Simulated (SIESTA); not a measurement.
# HfO2 (Pca2_1) in SIESTA: a series of runs, part 2 of 2

SIESTA 5.4.2. The steps go on from the part before.

## (3) Band structure, PBE

HfO2.fdf

```
SystemName                      HfO2
SystemLabel                     HfO2
NumberOfSpecies                 2
NumberOfAtoms                   12
%block ChemicalSpeciesLabel
  1  72 Hf
  2   8 O
%endblock ChemicalSpeciesLabel

LatticeConstant                 1.0 Ang
%block LatticeVectors
     5.2194633600     0.0000000000     0.0000000000
     0.0000000000     5.0047636900     0.0000000000
     0.0000000000     0.0000000000     5.0326850500
%endblock LatticeVectors
AtomicCoordinatesFormat         Fractional
%block AtomicCoordinatesAndAtomicSpecies
     0.9669940000     0.7325208200     0.7414403500  1  Hf
     0.5330060000     0.7325208200     0.2414403500  1  Hf
     0.4669940000     0.2674791800     0.7414403500  1  Hf
     0.0330060000     0.2674791800     0.2414403500  1  Hf
     0.6321274500     0.9286454000     0.8792672600  2  O
     0.8678725500     0.9286454000     0.3792672600  2  O
     0.2339485200     0.5398830500     0.4922923900  2  O
     0.2660514800     0.5398830500     0.9922923900  2  O
     0.7660514800     0.4601169500     0.9922923900  2  O
     0.7339485200     0.4601169500     0.4922923900  2  O
     0.1321274500     0.0713546000     0.8792672600  2  O
     0.3678725500     0.0713546000     0.3792672600  2  O
%endblock AtomicCoordinatesAndAtomicSpecies

%block kgrid.MonkhorstPack
    5   0   0  0.0
    0   6   0  0.0
    0   0   5  0.0
%endblock kgrid.MonkhorstPack
XC.Functional                   GGA
XC.Authors                      PBE
PAO.BasisSize                   SZ
PAO.EnergyShift                 0.002 Ry
Mesh.Cutoff                     800 Ry
OccupationFunction              FD
ElectronicTemperature           0.05 eV
MaxSCFIterations                120
SCF.MustConverge                false
SCF.Mixer.Method                Pulay
SCF.Mixer.Weight                0.25
SCF.Mixer.History               8
SCF.DM.Tolerance                5.0e-05
SCF.H.Tolerance                 1.0e-03 eV
WriteForces                     true
Charge.Mulliken                 end
BandLinesScale                  ReciprocalLatticeVectors
%block BandLines
    1    0.000000   0.000000   0.000000  \Gamma
    7    0.000000   0.500000   0.000000  X
    7    0.000000   0.500000   0.500000  S
    7    0.000000   0.000000   0.500000  Y
    7    0.000000   0.000000   0.000000  \Gamma
    6    0.500000   0.000000   0.000000  Z
    7    0.500000   0.500000   0.000000  U
    7    0.500000   0.500000   0.500000  R
    7    0.500000   0.000000   0.500000  T
    7    0.500000   0.000000   0.000000  Z
    1    0.000000   0.000000   0.500000  Y
    6    0.500000   0.000000   0.500000  T
    1    0.500000   0.500000   0.000000  U
    6    0.000000   0.500000   0.000000  X
    1    0.000000   0.500000   0.500000  S
    6    0.500000   0.500000   0.500000  R
%endblock BandLines
```

Potentials or basis: PseudoDojo 0.4 standard (PBE files), SZ (energy shift 0.002 Ry).

Command:

```console
siesta HfO2.fdf > HfO2.out 2>&1
```

It took 91 s on 1 thread of Arm Neoverse V1, shared host; peak memory 0.54 GiB.

Results (log left out):

```
Free energy             : -9752.0282 eV
Pressure                : 7.6 GPa
Largest force           : 0.391 eV/Å
Band gap on the k mesh  : 3.55 eV, indirect (least direct gap 3.73 eV)
Band gap along the path : 3.55 eV, indirect (least direct gap 3.68 eV)
```

Forces on the atoms (eV/Å):
```
Hf   0.280  0.007  0.273
Hf  -0.280  0.007  0.273
Hf   0.280 -0.007  0.273
Hf  -0.280 -0.007  0.273
O   -0.099  0.147 -0.105
O    0.099  0.147 -0.105
O   -0.086  0.194 -0.167
O    0.086  0.194 -0.167
O    0.086 -0.194 -0.167
O   -0.086 -0.194 -0.167
O   -0.099 -0.147 -0.105
O    0.099 -0.147 -0.105
```

Stress tensor (GPa, compression positive):
```
7.91 0.00 0.00
0.00 7.20 0.00
0.00 0.00 7.58
```

Levels at the corners of the path, in eV from the valence-band top:
| point | band 44 | band 45 | band 46 | band 47 | band 48 | band 49 | band 50 | band 51 | band 52 | band 53 |
| --- | --- | --- | --- | --- | --- | --- | --- | --- | --- | --- |
| Γ | -1.20 | -0.89 | -0.13 | -0.06 | 0.00 | 4.21 | 4.25 | 4.44 | 4.78 | 4.98 |
| X | -1.02 | -0.82 | -0.40 | -0.20 | -0.18 | 3.55 | 4.15 | 4.19 | 5.06 | 5.23 |
| S | -1.60 | -0.99 | -0.99 | -0.37 | -0.37 | 3.75 | 3.75 | 4.10 | 4.10 | 5.67 |
| Y | -0.96 | -0.39 | -0.39 | -0.29 | -0.29 | 3.80 | 3.80 | 4.32 | 4.32 | 5.62 |
| Γ | -1.20 | -0.89 | -0.13 | -0.06 | 0.00 | 4.21 | 4.25 | 4.44 | 4.78 | 4.98 |
| Z | -0.90 | -0.76 | -0.76 | -0.39 | -0.39 | 4.34 | 4.34 | 5.00 | 5.00 | 5.16 |
| U | -1.10 | -0.58 | -0.58 | -0.48 | -0.48 | 4.09 | 4.09 | 4.31 | 4.31 | 5.14 |
| R | -1.65 | -0.90 | -0.90 | -0.90 | -0.90 | 3.99 | 3.99 | 3.99 | 3.99 | 5.21 |
| T | -1.50 | -0.75 | -0.75 | -0.75 | -0.75 | 4.46 | 4.46 | 4.46 | 4.46 | 5.75 |
| Z | -0.90 | -0.76 | -0.76 | -0.39 | -0.39 | 4.34 | 4.34 | 5.00 | 5.00 | 5.16 |
| Y | -0.96 | -0.39 | -0.39 | -0.29 | -0.29 | 3.80 | 3.80 | 4.32 | 4.32 | 5.62 |
| T | -1.50 | -0.75 | -0.75 | -0.75 | -0.75 | 4.46 | 4.46 | 4.46 | 4.46 | 5.75 |
| U | -1.10 | -0.58 | -0.58 | -0.48 | -0.48 | 4.09 | 4.09 | 4.31 | 4.31 | 5.14 |
| X | -1.02 | -0.82 | -0.40 | -0.20 | -0.18 | 3.55 | 4.15 | 4.19 | 5.06 | 5.23 |
| S | -1.60 | -0.99 | -0.99 | -0.37 | -0.37 | 3.75 | 3.75 | 4.10 | 4.10 | 5.67 |
| R | -1.65 | -0.90 | -0.90 | -0.90 | -0.90 | 3.99 | 3.99 | 3.99 | 3.99 | 5.21 |

Caveat: the basis has no polarisation orbitals; short orbitals over semicore shells can move pressures by several GPa; spin-orbit coupling is left out, which moves the levels of the heavy elements; the basis of atomic orbitals isn't converged, which shifts pressures, moduli and gaps.
